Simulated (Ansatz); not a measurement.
# PbSe: a single-point run

Wanted: a converged single-point run for PbSe, and a check of what comes out. The structure is shown as the input types it. The cell is built on a prototype (CsCl type) and needn't be the phase found in nature.

Program: Ansatz 0.2.0. Level of theory: density functional or hybrid calculation with the settings of its input, plane waves (as first typed). These are calculated values, not measurements.

8 further runs of the same task are left out: 1 for a known fault of the program, 7 that didn't finish.

### Step 1. The structure to begin with

It takes space group Pm-3m (No. 221, cubic). Conventional cell: a = 3.768 Å, b = 3.768 Å, c = 3.768 Å, α = 90.00°, β = 90.00°, γ = 90.00°. Pb (site symmetry m-3m) is surrounded by 8 Se at 3.26 Å. Se (site symmetry m-3m) is surrounded by 8 Pb at 3.26 Å.

Structure file:

```
Pb Se
1.0
     3.76816    0.00000    0.00000
     0.00000    3.76816    0.00000
     0.00000    0.00000    3.76816
Pb Se
1 1
Direct
  0.00000 0.00000 0.00000
  0.50000 0.50000 0.50000
```

### Step 2. The run

File input.yaml:

```yaml
crystal:
  lattice:
    - [3.7681579152, 0.0, 0.0]
    - [0.0, 3.7681579152, 0.0]
    - [0.0, 0.0, 3.7681579152]
  atoms:
    - { symbol: Pb, position: [0.0, 0.0, 0.0] }
    - { symbol: Se, position: [0.5, 0.5, 0.5] }
kpoints:
  mp_grid: { grid: [2, 4, 6] }
hamiltonian:
  xc: pbe
scf:
  occupations: { method: fermi_dirac, width: 0.02 }
  n_extra_bands: 4
output:
  forces: true
  stress: true
  eigenvalues: true
```

Command:

```console
$ ansatz run input.yaml --threads 4 --pin off --max-ram 3686MiB --backend cpu --events-out ev --progress --plain --runs-dir out
```

Q: Will this input give a usable result? If not, why, and what should change?

This run ends as converged, with warnings (symmetry narrowed by mesh). Its log warns: «crystal.symmetry: narrowed to the stabiliser of the k-point mesh — unitary ops 48 → 8; excluded 40 operations that carry a point of the 2×4×6 mesh (shift [0, 0 ...»

In the input, kpoints.mp_grid.grid is [2, 4, 6]. The mesh has lower symmetry than the crystal, so equivalent directions are sampled differently.

The test: set kpoints.mp_grid.grid to [6, 6, 6].
